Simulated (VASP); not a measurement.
Set up this calculation in VASP 6.6.1, as the native input.

```
Task                   : single point
Functional             : PBE
Dispersion             : D3(BJ)
Potentials or basis    : VASP PAW PBE potentials, release 64 (Cl)
Cutoff                 : 520 eV
k mesh                 : 1 × 1 × 1
Occupations            : fermi-dirac, width 0.05 eV
Spin                   : no spin polarisation
Dipole correction      : no
Further INCAR settings : LREAL = Auto; ALGO = Normal; EDIFF = 1e-06; NBANDS = 70
```

The structure of Cl lies in POSCAR:

```
Cl
1.0
    8.4343270000      0.0000000000      0.0000000000
    0.0000000000      8.4343270000      0.0000000000
    0.0000000000      0.0000000000      8.4343270000
Cl
16
Direct
    0.2773309595      0.8495165056      0.8128212245
    0.3123663571      0.8000994033      0.5776038800
    0.9256695881      0.1879580908      0.8804140508
    0.9837536534      0.2623090141      0.6736755642
    0.1445402816      0.5350278689      0.0295103569
    0.3160536697      0.6275782288      0.1500653223
    0.4619218581      0.2481051541      0.6372411219
    0.6075410640      0.1493658000      0.8011901839
    0.5094419507      0.8511171075      0.2915111069
    0.5036442149      1.0100628064      0.1125638121
    0.1429396797      0.0403351684      0.2335456048
   -0.0957634201      0.1085919481      0.2591315229
    0.8769875771      0.6880216999      0.5678461364
    0.7127183947      0.8855122643      0.6545987605
    0.6602067954      0.3585941119      0.2921987729
    0.8468369794      0.5126787235      0.1810458618
```

The cell was built by a generator and needn't be a form met in nature.

The input as run:

INCAR

```
SYSTEM = Cl
ALGO = Normal
EDIFF = 1E-6
ENCUT = 520
GGA = PE
ISIF = 2
ISMEAR = -1
IVDW = 12
LASPH = .TRUE.
LCHARG = .FALSE.
LREAL = Auto
LWAVE = .FALSE.
NBANDS = 70
NELM = 100
PREC = Accurate
SIGMA = 0.05
```

KPOINTS

```
k-points
0
G
  1 1 1
  0 0 0
```

Potentials or basis: VASP PAW PBE potentials, release 64 (Cl).

Launch:

```bash
$ cat potpaw_PBE.64/Cl/POTCAR > POTCAR
$ mpirun -np 1 vasp_gam > vasp.out
```

Results of the run:

* Pressure: -0.3 GPa
* Largest force: 2.344 eV/Å
* Band gap on the k mesh: 1.47 eV, direct
* Dispersion energy per atom: -0.111 eV

Run time: 47 s on 1 thread of Intel(R) Xeon(R) 6975P-C (Granite Rapids), with other jobs on the host, peak memory 0.49 GiB.
